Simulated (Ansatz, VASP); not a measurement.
**Pt in VASP and in Ansatz**

File INCAR:

```
SYSTEM = Pt
PREC     = Accurate       ! precision mode
ENCUT    = 600            ! plane-wave cutoff, eV
EDIFF    = 1E-7           ! SCF threshold, eV
ISMEAR   = 0              ! smearing method
SIGMA    = 0.1            ! smearing width, eV
LREAL    = .FALSE.        ! projectors in reciprocal space
LASPH    = .TRUE.         ! aspherical terms in the spheres
NELM     = 80             ! most SCF steps
ALGO     = Normal         ! electronic algorithm
ISIF     = 3              ! what is computed and relaxed
LWAVE    = .FALSE.        ! write WAVECAR
LCHARG   = .FALSE.        ! write CHGCAR
GGA      = RE             ! functional
IBRION   = 2              ! ionic algorithm
NSW      = 100            ! ionic steps
EDIFFG   = -0.005         ! ionic threshold
```

The input KPOINTS:

```
Automatic mesh
0
G
  18 18 18
  0 0 0
```

File POSCAR:

```
Pt
1.0
    0.0000000000      1.9715751800      1.9715751800
    1.9715751800      0.0000000000      1.9715751800
    1.9715751800      1.9715751800      0.0000000000
Pt
1
Direct
    0.0000000000      0.0000000000      0.0000000000
```

Input for Ansatz:

```yaml
crystal:
  lattice:
    - [0.0, 1.97157518, 1.97157518]
    - [1.97157518, 0.0, 1.97157518]
    - [1.97157518, 1.97157518, 0.0]
  atoms:
    - { symbol: Pt, position: [0.0, 0.0, 0.0] }
basis:
  ecutwfc: 420
kpoints:
  mp_grid: { grid: [18, 18, 18] }
hamiltonian:
  xc: revpbe
scf:
  occupations: { method: gaussian, width: 0.1 }
output:
  forces: true
  eigenvalues: true
  stress: true
relax:
  adjacent_minimum: "off"
  f_tol: 0.005
  max_steps: 80
  cell: { stress_tol: 0.05 }
accuracy: high
```

Alike in both runs: task relaxation of cell and atoms; functional revPBE; k mesh 18 × 18 × 18; occupations gaussian, width 0.1 eV; no spin polarisation.

```csv
,VASP,Ansatz
version,VASP 6.6.1,Ansatz 0.2.0
potentials or method,"VASP PAW PBE potentials, release 64 (Pt)","scalar-relativistic, plane waves, PAW"
plane-wave cutoff (eV),600,420
valence electrons in the cell,10,18
```

|  | VASP | Ansatz | Ansatz less VASP |
| --- | --- | --- | --- |
| gap on the k mesh at the Fermi level, each at its own relaxed structure (eV) | none | none | - |
| relaxed volume (Å³/atom) | 15.81 | 15.84 | +0.029 |
| relaxed cell length with the largest relative difference (Å) | 2.817 | 2.819 | +0.0017 |
| energy change over the relaxation (meV/atom) | -11 | -13 | -1.4 |

A gap of «none» marks a metal or a gap that the smearing closes. The two sets of potentials don't hold the same shells in valence.

Caveats: the PAW data sets were made with another functional, which shifts forces and pressure a little (VASP). The runs have no spin-orbit coupling, so splittings on Pt are missing.
